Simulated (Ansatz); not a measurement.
# Bands, cutoff and cost in G0W0 for Te2Mo (layers cut from the bulk crystal)

How do accuracy and time trade against each other in G0W0 on Te2Mo (layers cut from the bulk crystal)?

Calculated with Ansatz 0.2.0; G0W0 on PBEsol, plane waves, PAW.

**1. Set-up**

The cell holds 6 atoms: 4 Te and 2 Mo. Its edges and angles: a = 3.439 Å, b = 3.439 Å, c = 43.800 Å, α = 90.0°, β = 90.0°, γ = 120.0°. It derives from Te2Mo. Regions: layer 1, 3 atoms (2 Te and 1 Mo); layer 2, 3 atoms (2 Te and 1 Mo). Vacuum lies along c.

The structure was relaxed with PBEsol-D3(BJ). The runs that relaxed it are not among those shown. Spin-orbit coupling is left out unless a step names it. The default PAW set here is soft_2. Its files were made with PBE. The Coulomb interaction is cut off across the vacuum.

**2. 415 empty bands, screening to 55 eV**

G0W0 replaces the xc potential by the self-energy, built once from these orbitals. Only a window of levels is corrected, while the sums run over the empty bands that the input names.

File input.yaml:

```yaml
crystal:
  lattice:
    - [3.4389077306, 0.0, 0.0]
    - [-1.7194538653, 2.978181456, 0.0]
    - [0.0, 0.0, 43.8]
  atoms:
    - { symbol: Te, position: [0.3333333333, 0.6666666667, 0.3824180727] }
    - { symbol: Mo, position: [0.6666666667, 0.3333333333, 0.4238418147] }
    - { symbol: Te, position: [0.3333333333, 0.6666666667, 0.4653490213] }
    - { symbol: Te, position: [0.6666666667, 0.3333333333, 0.5346509787] }
    - { symbol: Mo, position: [0.3333333333, 0.6666666667, 0.5761581853] }
    - { symbol: Te, position: [0.6666666667, 0.3333333333, 0.6175819273] }
  periodic: [true, true, false]
kpoints:
  mp_grid: { grid: [9, 9, 1] }
hamiltonian:
  xc: pbesol
scf:
  occupations: { method: fixed }
gw:
  n_empty_bands: 415
  ecut_chi: 55
  qp_bands: [v2, c2]
  qp_kpoints: band_edges
  screening: { model: contour_deformation }
```

Started as:

```sh
$ ansatz run input.yaml --threads 32 --pin off --max-ram 129024MiB --backend cuda --events-out ev --progress --plain --runs-dir out --devices 1 --max-vram 157GiB  # rebuilt from the run's record
```

Numbers of over 12 decimals in the logs are rounded to 6 here.

The program printed:

```text
GPUs: using 1 of 1 available (devices: 1).
Engine: ansatz 0.2.0, aarch64-unknown-linux-gnu
Pseudopotentials: kind: paw
Pseudopotential: Te, paw, valence charge 16, recommended cutoff 420 eV (normal), Te.paw.azcp
Pseudopotential: Mo, paw, valence charge 14, recommended cutoff 420 eV (normal), Mo.paw.azcp
Functional definition: PBEsol
  exchange = pbesol_x
  correlation = pbesol_c
device memory: the entry about to start is reckoned to put 12.0 GiB on a device that reports 182.5 GiB free (of which the cap on the GPU budget leaves the run 157.0 GiB)
GPU FFT provider: cuFFT
GPU libraries: cuBLAS 13.8.1, cuFFT 12.4.0, cuSOLVER 12.3.2
GPU matrix products: emulated (plane waves: as basis.precision tells), large ones in fixed point in workspaces of 1.00 GiB
Crystal: 6 atoms, lattice volume = 448.586 Å³
Basis set: ecut = 420 eV, 8715 PW (Γ)
Bands: 56, of which v1, the nominal top of the filled ones, is band 46 counted from 1 (45 counted from 0)
Symmetry: 12 space group operations
Space group: P-3m1 (ITA 164), of the structure as read, at distance tolerance 7.7e-5 Å
k-points: 12 of 81
Non-local potential: Te, projectors of the file, l = 0: 2, l = 1: 2, l = 2: 2, l = 3: 2
Non-local potential: Mo, projectors of the file, l = 0: 3, l = 1: 2, l = 2: 2, l = 3: 1
PAW form: soft (Blöchl's): semilocal exchange-correlation on the pseudo side does not see the compensation charge
PAW frozen core: Te, regenerated for the run's functional, and the local potential with it (the file was generated under x = pbe(κ = 0.804, μ = 0.219515), c = pbe(β = 0.066725))
PAW frozen core: Mo, regenerated for the run's functional, and the local potential with it (the file was generated under x = pbe(κ = 0.804, μ = 0.219515), c = pbe(β = 0.066725))
PAW one-centre angular grid: Te, 590 points (default); XC on 64 Gauss nodes
PAW one-centre angular grid: Mo, 590 points (default); XC on 64 Gauss nodes
Initial density: superposition of atomic densities (neutral atoms: chi_scale 0, normalization atom), corrected by the library's trained network
Initial wavefunctions: pseudopotential atomic-orbital guess
GPU buffer pool allocated for 172800 grid points (all kernels)
GPU transforms: local potential and band sums: pruned to the plane-wave sphere, on 24×24×300
Functional: x = pbesol(κ = 0.804, μ = 0.123457), c = pbesol(β = 0.046)
SCF iter   1: F=—  HF=-37402.563673 eV  |F-HF|=—  |Δ(HF+E_count)|=         —  Δρ=3.46e-3  dr2=1.17e-1  ethr=1.77e-3  ⟨swp⟩=7.7  Hψ=3070  notcnv=0  defer=88
preconditioner: auto → Resta (q_TF=auto, 2.095 Å⁻¹)  ε∞=2.9  [insulator: Δε(μ)=0.701 eV  Ē_g=7.621 eV  n_scr=28 (ndim 8)  ℏωp=10.5 eV  f_vac=0.675  ε∞_Penn≈2.9  vacuum switching on, ρ_ref=4.2e-3 e/Å³]
SCF iter   2: F=—  HF=-37402.576750 eV  |F-HF|=—  |Δ(HF+E_count)|=   1.31e-2  Δρ=2.42e-3  dr2=2.24e-1  ethr=1.27e-4  ⟨swp⟩=4.6  Hψ=1398  notcnv=0  defer=96
SCF iter   3: F=—  HF=-37402.561141 eV  |F-HF|=—  |Δ(HF+E_count)|=   1.56e-2  Δρ=1.26e-3  dr2=9.02e-3  ethr=1.27e-4  ⟨swp⟩=3.7  Hψ=960  notcnv=0  defer=95
SCF iter   4: F=—  HF=-37402.562268 eV  |F-HF|=—  |Δ(HF+E_count)|=   1.13e-3  Δρ=4.18e-4  dr2=2.31e-3  ethr=9.80e-6  ⟨swp⟩=3.8  Hψ=1110  notcnv=0  defer=96
SCF iter   5: F=—  HF=-37402.562152 eV  |F-HF|=—  |Δ(HF+E_count)|=   1.16e-4  Δρ=1.92e-4  dr2=2.67e-4  ethr=2.51e-6  ⟨swp⟩=3.0  Hψ=979  notcnv=0  defer=93
SCF iter   6: F=—  HF=-37402.562151 eV  |F-HF|=—  |Δ(HF+E_count)|=   5.39e-7  Δρ=5.75e-5  dr2=1.87e-5  ethr=2.91e-7  ⟨swp⟩=3.4  Hψ=1114  notcnv=0  defer=92
SCF iter   7: F=—  HF=-37402.562160 eV  |F-HF|=—  |Δ(HF+E_count)|=   9.03e-6  Δρ=1.81e-5  dr2=2.86e-6  ethr=2.03e-8  ⟨swp⟩=3.2  Hψ=1196  notcnv=0  defer=87
SCF iter   8: F=—  HF=-37402.562163 eV  |F-HF|=—  |Δ(HF+E_count)|=   2.18e-6  Δρ=6.53e-6  dr2=3.84e-7  ethr=3.11e-9  ⟨swp⟩=3.2  Hψ=1286  notcnv=0  defer=85
SCF iter   9: F=-37402.562163 eV  HF=-37402.562163 eV  |F-HF|=8.45e-9  |Δ(HF+E_count)|=   1.16e-7  Δρ=2.39e-6  dr2=3.56e-8  ethr=1.09e-10  ⟨swp⟩=23.4  Hψ=4060  notcnv=0
SCF 1 converged in 9 iterations: F = -37402.562163 eV  dr2 = 3.56e-8
  greatest PAW one-centre occupation: 0.999 electrons in one spin orbital (limit 2), on the Mo atom at site 4 (counted from 0), in its partial waves of l = 0
device memory: the entry about to start is reckoned to put 15.1 GiB (of the 15.5 GiB reckoned in all, the device holds 0.4 GiB already) on a device that reports 182.1 GiB free (of which the cap on the GPU budget leaves the run 156.6 GiB)
NSCF: frozen V_eff on 12 k-points
the band table was solved once the SCF had ended and its energy, with any forces and stress, was formed, with the checks that follow a solve (3708 applications of the Hamiltonian). They found nothing against the state; the energy, forces and stress were not computed again (output.eigenvalues in the input reference)
device memory: the entry about to start is reckoned to put 18.6 GiB on a device that reports 182.5 GiB free (of which the cap on the GPU budget leaves the run 157.0 GiB)
NSCF: frozen V_eff on 12 k-points
G₀W₀ screening: q 1/12
[... further progress lines ...]
device memory: the entry about to start is reckoned to put 1.4 GiB on a device that reports 182.3 GiB free (of which the cap on the GPU budget leaves the run 157.0 GiB)
NSCF: frozen V_eff on 1 k-points
SCF converged after 9 iterations
Free energy (F): -37402.562163 eV
Harris-Foulkes:  -37402.562163 eV  (|F-HF|=8.45e-9)
Internal energy: -37402.562163 eV  (E = F + TS)
E sigma→0 (E₀):  -37402.562163 eV
Fermi energy:    -4.585240 eV
--- Per-component energies (eV) ---
  E_band       = -2725.586130
  E_kinetic    = 1616.019568
  E_local      = -506846.770105  (includes V_loc(G=0)·N_el)
  E_nonlocal   = -938.903719
  E_hartree    = 253069.050704
  E_xc         = -862.736465
  E_vxc        = -879.530826  (∫ρ·V_xc dr)
  E_paw        = -24628.897708  (= ΣΔE_a)
  E_vpaw       = -1814.420557  (= ΣTr[D̂ρ^β])
  E_aug_tail   = -0.000620  (compensation charges beyond the density's cutoff)
  E_ewald      = 241187.758324
  E_core_change = 1.917859  (= ΣΔE_core)
  E_smearing   = -0.000000  (= −TS)
  E_closure    = -0.000000  (closes the sum)
  Σ components = -37402.562163   (vs F -37402.562163, Δ=0.00e0)
--- Band table (eV; the first three rows and the last of 12) ---
[... rows of the band table ...]
  ° read free of the cell's end (the report's vacuum.weakly_bound_levels)
--- G₀W₀: contour deformation, 7 samples at zero and on the imaginary axis and 2 off it, 81 q-points, 415 empty bands' worth ---
  eigenvalues of the whole cell's RPA ε∞ on this k-mesh (on a slab, of 1 + 4πα/V) = 1.2817, 7.0113, 7.0113; static W/v taken at q = 0 is 0.298845
  bands read: the sum over 461 bands ends inside a degenerate multiplet in 2 slots, whose members it reads at an even weight; the widest, k=0: bands 461 to 462 (counted from 1) at 1/2 each
  gw.qp_kpoints: band_edges: 10 of 12 stored k-points solved, in 1 pass; an edge of the gap read off the rows below is read off those points alone
    valence top: of the k-points left out ik 5 came nearest to being solved in a further pass, in band 46 (counted from 1, as in the quasiparticle table): it holds the edge there only if its correction is more favourable than any solved in that band by at least 0.454 eV; those differ by 0.220 eV
    conduction bottom: of the k-points left out ik 2 came nearest to being solved in a further pass, in band 47 (counted from 1, as in the quasiparticle table): it holds the edge there only if its correction is more favourable than any solved in that band by at least 0.559 eV; those differ by 0.188 eV
    ik  band        ε_KS         Σx   Σc(E_QP)       V_xc       Z   E_QP_lin       E_QP  E_QP is
     0    45     -5.6325   -19.9492     1.1086   -19.2446  0.7215    -5.2320    -5.2284  root
     0    46     -4.5852   -18.0480     0.6045   -17.7197  0.7373    -4.3104    -4.3090  root
     0    47     -1.6039   -12.7162    -3.7121   -17.0659  0.7227    -0.9508    -0.9664  root
     0    48     -1.6039   -12.7162    -3.7121   -17.0659  0.7227    -0.9508    -0.9664  root
     1    45     -5.5918   -18.0123     1.1856   -17.0219  0.7251    -5.3976    -5.3967  root
     1    46     -4.7119   -17.7306     0.7564   -17.1990  0.7424    -4.4881    -4.4871  root
     1    47     -2.2117   -12.9966    -3.6894   -17.3616  0.7273    -1.5191    -1.5361  root
     1    48     -2.1407   -12.6463    -3.7059   -17.0139  0.7208    -1.4607    -1.4789  root
     3    45     -5.4452   -17.9780     1.2508   -16.9193  0.7268    -5.2540    -5.2530  root
     3    46     -5.3053   -18.2686     1.1221   -17.3843  0.7266    -5.0688    -5.0675  root
     3    47     -3.4862   -13.9690    -3.6676   -18.3444  0.7183    -2.7595    -2.7784  root
     3    48     -3.1627   -13.7414    -3.8160   -18.2540  0.7139    -2.4448    -2.4661  root
     4    45     -5.1746   -16.7539     1.1671   -15.6702  0.7444    -5.0913    -5.0911  root
     4    46     -4.9132   -17.1044     1.0199   -16.2233  0.7457    -4.7749    -4.7745  root
     4    47     -3.2472   -16.0280    -3.8090   -20.6622  0.7015    -2.3928    -2.4220  root
     4    48     -3.1854   -14.4550    -4.0363   -19.2381  0.7056    -2.4128    -2.4386  root
     6    45     -5.4883   -18.7730     1.1787   -17.8846  0.7115    -5.2004    -5.1981  root
     6    46     -5.3527   -18.8464     1.1012   -18.0474  0.7162    -5.0529    -5.0505  root
     6    47     -3.7628   -13.4015    -3.2144   -17.2591  0.7311    -3.1068    -3.1195  root
     6    48     -3.3144   -13.3540    -3.4889   -17.5103  0.7246    -2.6304    -2.6470  root
     7    45     -5.2822   -17.6206     0.9849   -16.8499  0.7229    -5.0692    -5.0680  root
     7    46     -5.1174   -17.8194     0.9444   -17.1064  0.7271    -4.8873    -4.8861  root
     7    47     -3.6198   -14.2128    -3.4727   -18.3921  0.7204    -2.8963    -2.9133  root
     7    48     -3.1930   -14.3279    -3.6597   -18.7012  0.7132    -2.4576    -2.4793  root
[...]
10    45     -5.2073   -17.5893     0.7156   -17.1425  0.7151    -4.9402    -4.9385  root
    10    46     -4.9963   -18.0249     0.5932   -17.7490  0.7165    -4.6811    -4.6790  root
    10    47     -3.4936   -14.7355    -3.6038   -19.0741  0.7147    -2.7382    -2.7588  root
    10    48     -3.2576   -15.3255    -3.8888   -19.9914  0.7036    -2.4542    -2.4805  root
    11    45     -5.0427   -17.6746     0.5288   -17.4469  0.7147    -4.7434    -4.7416  root
    11    46     -4.8132   -18.1864     0.3846   -18.1611  0.7147    -4.4563    -4.4540  root
    11    47     -3.5512   -15.3821    -3.6912   -19.8546  0.7088    -2.7480    -2.7699  root
    11    48     -3.5512   -15.3821    -3.6912   -19.8546  0.7088    -2.7480    -2.7699  root
```

The job ended after 19 s (1 × NVIDIA GB200 with 32 threads of Arm Neoverse V2, shared host; peak memory 2.9 GiB; 72 s of CPU time).

The column dr2 measures how far the density is from self-consistency, as an energy; F and HF (Harris–Foulkes) agree once it is small.

Numbers from this step:

- bands summed: 461
- plane waves in the screening matrix: 413
- q-points in the mesh: 81
- G0W0 gap on the mesh: 1.118 eV
- k of the valence top: 0, 0, 0
- k of the conduction bottom: 0.2222, 0.2222, 0
- starting gap on the mesh: 0.7371 eV
- Z at the valence top: 0.7373
- Z at the conduction bottom: 0.7286
- least direct G0W0 gap on the computed points: 1.684 eV

The gap on the mesh goes from 0.74 eV to 1.12 eV, a correction of +0.38 eV. Between the two edge states, bare exchange in place of the xc potential would open the gap by 4.19 eV, and correlation takes back 3.81 eV.

**3. 1018 empty bands, screening to 100 eV**

Bands and screening cutoff are moved together, since each hides the error of the other.

Changes to input.yaml since step 2:

```diff
@@ -19,5 +19,6 @@
   occupations: { method: fixed }
+  convergence: { dr2_threshold: 1.0e-10 }
 gw:
-  n_empty_bands: 415
-  ecut_chi: 55
+  n_empty_bands: 1018
+  ecut_chi: 100.0
   qp_bands: [v2, c2]
```

The program printed:

```text
GPUs: using 1 of 1 available (devices: 1).
[...]
Crystal: 6 atoms, lattice volume = 448.586 Å³
Basis set: ecut = 420 eV, 8715 PW (Γ)
Bands: 56, of which v1, the nominal top of the filled ones, is band 46 counted from 1 (45 counted from 0)
[... 1 set-up line as in the run before ...]
[...]
k-points: 12 of 81
[...]
SCF iter   1: F=—  HF=-37402.563673 eV  |F-HF|=—  |Δ(HF+E_count)|=         —  Δρ=3.46e-3  dr2=1.17e-1  ethr=1.77e-3  ⟨swp⟩=7.7  Hψ=3070  notcnv=0  defer=88
[...]
SCF iter   6: F=—  HF=-37402.562151 eV  |F-HF|=—  |Δ(HF+E_count)|=   5.39e-7  Δρ=5.75e-5  dr2=1.87e-5  ethr=2.91e-7  ⟨swp⟩=3.4  Hψ=1114  notcnv=0  defer=92
[...]
SCF iter  11: F=—  HF=-37402.562163 eV  |F-HF|=—  |Δ(HF+E_count)|=   1.49e-9  Δρ=1.65e-7  dr2=6.47e-10  ethr=6.47e-12  ⟨swp⟩=3.4  Hψ=1386  notcnv=0  defer=82
[...]
SCF iter  13: F=-37402.562163 eV  HF=-37402.562163 eV  |F-HF|=1.82e-10  |Δ(HF+E_count)|=  2.55e-10  Δρ=2.65e-8  dr2=5.33e-12  ethr=1.00e-12  ⟨swp⟩=2.4  Hψ=1931  notcnv=0
SCF 1 converged in 13 iterations: F = -37402.562163 eV  dr2 = 5.33e-12
[...]
NSCF: frozen V_eff on 12 k-points
[...]
G₀W₀ screening: q 1/12
[... further progress lines ...]
[...]
SCF converged after 13 iterations
Free energy (F): -37402.562163 eV
[...]
Internal energy: -37402.562163 eV  (E = F + TS)
E sigma→0 (E₀):  -37402.562163 eV
Fermi energy:    -4.584793 eV
[...]
--- Band table (eV; the first three rows and the last of 12) ---
[... rows of the band table ...]
  ° read free of the cell's end (the report's vacuum.weakly_bound_levels)
[...]
0    45     -5.6320   -19.9492     0.8040   -19.2446  0.7166    -5.5328    -5.5326  root
     0    46     -4.5848   -18.0479     0.2835   -17.7197  0.7322    -4.6296    -4.6295  root
     0    47     -1.6035   -12.7162    -4.0447   -17.0658  0.7171    -1.2950    -1.2986  root
     0    48     -1.6035   -12.7162    -4.0447   -17.0658  0.7171    -1.2950    -1.2986  root
     1    45     -5.5913   -18.0124     0.9105   -17.0219  0.7206    -5.6714    -5.6712  root
     1    46     -4.7114   -17.7306     0.4318   -17.1990  0.7377    -4.8114    -4.8112  root
     1    47     -2.2112   -12.9965    -3.9898   -17.3615  0.7220    -1.8314    -1.8361  root
     1    48     -2.1403   -12.6463    -4.0076   -17.0139  0.7156    -1.7754    -1.7803  root
[...]
11    45     -5.0422   -17.6747     0.2872   -17.4469  0.7093    -4.9828    -4.9827  root
    11    46     -4.8128   -18.1864     0.1210   -18.1610  0.7089    -4.7173    -4.7170  root
    11    47     -3.5508   -15.3821    -3.9577   -19.8546  0.7020    -3.0276    -3.0361  root
    11    48     -3.5508   -15.3821    -3.9577   -19.8546  0.7020    -3.0276    -3.0361  root
```

Elapsed: 56 s, on 1 × NVIDIA GB200 with 32 threads; peak memory 5.6 GiB; 3.4 min of CPU time.

Numbers from this step:

| Property | Result |
| --- | --- |
| bands summed | 1064 |
| plane waves in the screening matrix | 1013 |
| q-points in the mesh | 81 |
| G0W0 gap on the mesh | 1.197 eV |
| k of the valence top | 0, 0, 0 |
| k of the conduction bottom | 0.2222, 0.2222, 0 |
| starting gap on the mesh | 0.7370 eV |
| Z at the valence top | 0.7322 |
| Z at the conduction bottom | 0.7233 |
| least direct G0W0 gap on the computed points | 1.681 eV |

Against the run with 9×9×1 mesh, 415 empty bands, screening to 55 eV, the gap moves by +0.08 eV.

**4. The runs together**

Times are wall times on 1 × NVIDIA GB200 with 32 threads of Arm Neoverse V2, shared host, good to a factor of about two.

| mesh | files | frequency | bands summed | cutoff (eV) | start (eV) | G0W0 (eV) | time | host memory (GiB) |
| --- | --- | --- | --- | --- | --- | --- | --- | --- |
| 9×9×1 | default PAW | contour deformation | 461 | 55 | 0.737 | 1.118 | 19 s | 2.9 |
| 9×9×1 | default PAW | contour deformation | 1064 | 100 | 0.737 | 1.197 | 56 s | 5.6 |

The parts of the quasiparticle energy at the two band edges (eV; QP = start + Σx + Σc − Vxc):

| run | edge | start | Σx | Σc | Vxc | Z | QP |
| --- | --- | --- | --- | --- | --- | --- | --- |
| 461 bands | valence top | -4.59 | -18.05 | 0.60 | -17.72 | 0.74 | -4.31 |
| 461 bands | conduction bottom | -3.85 | -13.78 | -3.21 | -17.64 | 0.73 | -3.19 |
| 1064 bands | valence top | -4.58 | -18.05 | 0.28 | -17.72 | 0.73 | -4.63 |
| 1064 bands | conduction bottom | -3.85 | -13.78 | -3.45 | -17.64 | 0.72 | -3.43 |

**5. Results**

```yaml
461_bands_55_ev: 1.118 eV
1064_bands_100_ev: 1.197 eV
estimated_limit_in_bands_and_cutoff: 1.26 eV
mesh_and_start: 9×9×1, PBEsol
```

**Reading.** A line in one over the bands through the two rungs gives 1.26 eV, +0.06 eV from the top rung; with two points alone it is an unchecked estimate. The rungs stand 0.14 eV (461 bands) and 0.06 eV (1064 bands) from it. From 461 to 1064 bands the gap moves by +0.08 eV while the time grows 3.0-fold. Σc changes by −0.32 eV at the valence top and −0.24 eV at the conduction bottom, so the levels themselves move more than the gap between them. The mesh in the plane is coarse for a sheet; gap and any exciton binding can still move on denser ones. The many-body steps are scalar-relativistic: spin-orbit coupling is not in them.

[Paths, hosts, dates, memory and timing lines, banners, echoed tables and standing remarks are left out of the program output.]

[Logs are printed without paths, hosts, clocks, repeated set-up lines and the standing remarks that a program may print on its own settings, such as how far it seeks lower states.]

[Runs of the session that timed out or met a known fault of the program may be left out.]

[Cells called generated may have been cut or substituted from an entry of the Crystallography Open Database or the Materials Project.]

[Hosts, paths, dates, database ids (printed as entryN), source tags and the programs' standing remarks are cut or masked in the printed files.]
